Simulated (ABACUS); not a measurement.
Na under changes of volume

One of the cells (39.256 Å³/atom); the others are scaled copies at fixed shape and fractional positions:

```xyz
1
Lattice="-2.1410 2.1410 2.1410 2.1410 -2.1410 2.1410 2.1410 2.1410 -2.1410" Properties=species:S:1:pos:R:3 pbc="T T T"
Na    0.0000    0.0000    0.0000
```

```yaml
Program: ABACUS 3.10.1
Functional: PBE
Potentials_or_basis: PseudoDojo NC SR 0.4.1 PBE standard
Cutoff: 1211 eV
Density_cutoff: 4844 eV
Basis: plane waves
k_mesh: 9 × 9 × 9
Occupations: fermi-dirac, width 0.05 eV
Spin: no spin polarisation
```

```tsv
volume (Å³/atom)	energy over the lowest point (meV/atom)	pressure (GPa)
36.901	0.00	0.0
37.686	?	?
38.471	1.39	-0.3
39.256	3.13	-0.4
40.041	5.48	-0.5
40.827	8.39	-0.7
41.612	11.79	-0.7
```

Q: What does the run at 37.686 Å³/atom give?

A: Energy over the lowest point 0.33 meV/atom; pressure -0.2 GPa.

Worked out: A Birch-Murnaghan fit of order 3 (a polynomial in V^(-2/3)) to the other rows has its minimum at 36.97 Å³/atom with B0 = V·E''(V) = 7.8 GPa and B' = 3.8. It gives 0.32 meV/atom at 37.686 Å³/atom, against the run's 0.33, and -dE/dV = -0.1 GPa, against -0.2.

Energies are extrapolated to zero smearing.
